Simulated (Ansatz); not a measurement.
CoO:

```
CELL_PARAMETERS angstrom
3.19765 0.00000 0.00000
-1.59882 2.76924 0.00000
0.00000 0.00000 5.22871
ATOMIC_POSITIONS crystal
Co 0.33333 0.66667 0.50336
Co 0.00000 0.00000 0.00347
O 0.33333 0.66667 0.87156
O 0.00000 0.00000 0.37161
```

Measurements of this composition are mostly on another form, of space group No. 225.

* Program: Ansatz 0.2.0
* Task: single point
* Functional: PBE
* Potentials or basis: Ansatz PAW
* Cutoff: 420 eV (not typed: the program's choice for these potentials)
* k mesh: 10 × 10 × 5
* Occupations: fermi-dirac, width 0.05 eV
* Spin: collinear spin, ferromagnetic start
* Starting moments: [2.0, 2.0, 0.0, 0.0] μB

On this cell: pressure -0.6 GPa; largest force 0.173 eV/Å; net moment 0.00 μB per cell; site moments Co +2.13, -2.13; O -0.15, +0.15 μB; band gap on the k mesh not listed.

The same run follows on a disturbed copy (atoms moved at random, drawn with an rms of 0.05 Å):

```xyz
4
Lattice="3.1976 0.0000 0.0000 -1.5988 2.7692 0.0000 0.0000 0.0000 5.2287" Properties=species:S:1:pos:R:3 pbc="T T T"
Co   -0.0087    1.8761    2.5932
Co    0.0263    0.0192    0.0067
O     0.0353    1.8363    4.5096
O    -0.0136   -0.0645    1.9377
```

Question: What does the disturbed cell give?

Answer: The energy moves by +8.0 meV/atom; pressure -0.6 GPa; largest force 0.645 eV/Å; net moment -0.02 μB per cell; site moments Co +2.11, -2.14; O -0.15, +0.15 μB; band gap on the k mesh none (metal or under the smearing width).

Forces on the atoms (eV/Å):
```
Co  -0.047 -0.422  0.273
Co   0.036 -0.139  0.080
O   -0.063  0.108  0.101
O    0.073  0.453 -0.454
```

Stress tensor (GPa, compression positive):
```
 0.85  0.50  0.02
 0.50 -2.39 -1.14
 0.02 -1.14 -0.25
```

Caveats: the starting moments weren't kept; semilocal functionals often make such compounds metallic where correlation or magnetic order opens a gap, which also shifts bond lengths (some runs).
